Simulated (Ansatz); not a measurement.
# Field gradients of B5H9 from run to run

Cell of run 1: a computed structure from the Materials Project (it need not be an observed phase).

```cif
data_B5H9
_symmetry_space_group_name_H-M 'I4mm'
_symmetry_Int_Tables_number 107
_cell_length_a 7.2459
_cell_length_b 7.2459
_cell_length_c 5.3101
_cell_angle_alpha 90.000
_cell_angle_beta 90.000
_cell_angle_gamma 90.000
loop_
_atom_site_label
_atom_site_type_symbol
_atom_site_symmetry_multiplicity
_atom_site_Wyckoff_symbol
_atom_site_fract_x
_atom_site_fract_y
_atom_site_fract_z
B1 B 2 a 0.0000 0.0000 0.7696
B2 B 8 d 0.0000 0.8256 0.9811
H6 H 2 a 0.0000 0.0000 0.5469
H7 H 8 d 0.0000 0.6635 0.9553
H11 H 8 c 0.8686 0.8686 0.1502
```

One atom of each set is listed; the run and its k-mesh use a cell of 14 atoms with edges of 5.77, 5.77, 5.77 Å.

All runs are DFT with Ansatz 0.2.0 (plane waves and PAW, scalar-relativistic unless spin–orbit coupling is named, Γ-centred meshes, Fermi–Dirac smearing where given) in this cell.

Run 1: PBE, gradients read without the response of the cores, atoms as given; 420 eV, 7×7×7 k-points, smearing 0.05 eV.
Run 2: r2SCAN, gradients read without the response of the cores, atoms as given; 500 eV, 7×7×7 k-points, smearing 0.05 eV.
Run 3: PBEsol, gradients read without the response of the cores, atoms as given; 420 eV, 7×7×7 k-points, smearing 0.05 eV; the PAW files are those made for PBE.

```
run   B1 V_zz (η)   B2 V_zz (η)  H6 V_zz (η)  H7 V_zz (η)  H11 V_zz (η)
  1  -0.47 (0.00)  -1.98 (0.52)  2.18 (0.00)  2.07 (0.05)  -0.97 (0.04)
  2             ?             ?            ?            ?             ?
  3  -0.48 (0.00)  -1.95 (0.51)  2.20 (0.00)  2.10 (0.05)  -0.99 (0.04)
```

V_zz in 10²¹ V/m².

Q: Estimate the row of run 2.

A: B1: -0.47 (0.00); B2: -2.03 (0.50); H6: 2.17 (0.00); H7: 2.06 (0.06); H11: -0.97 (0.02). It lies nearest to run 1, from whose tensors on these sites it differs by 0.05 at most (largest principal value of the difference, on B2).

In run 3 the atoms aren't at the calculated equilibrium (largest force 0.45 eV/Å).
